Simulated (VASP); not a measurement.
Write the native input for VASP 6.6.1 that does the following.

| Quantity | Value |
| --- | --- |
| Task | band structure |
| Functional | TB-mBJ |
| Potentials or basis | VASP PAW PBE potentials, release 64 (Se) |
| Cutoff | 520 eV |
| k mesh | 6 × 6 × 4 |
| Occupations | gaussian, width 0.03 eV |
| Spin | spin-orbit coupling, no magnetisation |
| Further INCAR settings | ALGO = Normal; EDIFF = 1e-07; NBANDS = 31 |

The system is Se.

```
Se
1.0
     4.06467    0.00000    0.00000
    -2.03234    3.52011    0.00000
     0.00000    0.00000    5.13369
Se
3
Direct
  0.24775 0.00000 0.33333
  0.00000 0.24775 0.66667
  0.75225 0.75225 0.00000
```

These files were run (other wordings do the same):

POSCAR

```
Se                                      
1.0
    4.0646724176      0.0000000000      0.0000000000
   -2.0323362088      3.5201095717      0.0000000000
    0.0000000000      0.0000000000      5.1336898583
  Se            
     3
Direct
     0.2477491666456899    0.0000000000000000    0.3333333332999970
     0.0000000000000000    0.2477491666456899    0.6666666667000030
     0.7522508333543101    0.7522508333543101    0.0000000000000000
```

INCAR.step1

```
PREC = Accurate ; ENCUT = 520
EDIFF = 1E-5 ; ISMEAR = 0
SIGMA = 0.03 ; LREAL = False
LASPH = True ; NELM = 80
ALGO = Normal ; ISIF = 2
LWAVE = True ; LCHARG = False
MAGMOM = 0 0 0 0 0 0 0 0 0 ; LORBIT = 11
LSORBIT = True ; GGA_COMPAT = False
NBANDS = 31 ; KPAR = 2
GGA = PE
```

INCAR.step2

```
PREC = Accurate ; ENCUT = 520
EDIFF = 1E-7 ; ISMEAR = 0
SIGMA = 0.03 ; LREAL = False
LASPH = True ; NELM = 80
ALGO = Normal ; ISIF = 2
LWAVE = False ; LCHARG = False
MAGMOM = 0 0 0 0 0 0 0 0 0 ; LORBIT = 11
LSORBIT = True ; GGA_COMPAT = False
METAGGA = MBJ ; NBANDS = 31
KPAR = 2 ; ISTART = 1
```

KPOINTS

```
Automatic mesh
0
Gamma
  6 6 4
```

KPOINTS_OPT

```
explicit points
168
Reciprocal
 0.0000000000  0.0000000000  0.0000000000 1
 0.0555555556  0.0000000000  0.0000000000 1
 0.1111111111  0.0000000000  0.0000000000 1
 0.1666666667  0.0000000000  0.0000000000 1
 0.2222222222  0.0000000000  0.0000000000 1
 0.2777777778  0.0000000000  0.0000000000 1
[... 160 lines left out ...]
 0.5000000000  0.0000000000  0.0275936500 1
 0.5000000000  0.0000000000 -0.0275936500 1
```

Potentials or basis: VASP PAW PBE potentials, release 64 (Se).

The run is started by

```console
$ cat potpaw_PBE.64/Se/POTCAR > POTCAR
$ cp INCAR.step1 INCAR
$ mpirun -np 2 vasp_ncl > vasp.out
$ cp INCAR.step2 INCAR
$ mpirun -np 2 vasp_ncl > vasp.out
```

Results of the run:

```yaml
Valence_electrons_inside_the_program's_atomic_spheres: Se 3.96
```

It took 9.4 min on 2 MPI ranks on Intel(R) Xeon(R) Platinum 8488C (Sapphire Rapids), with other jobs on the host, peak memory 0.43 GiB a rank.
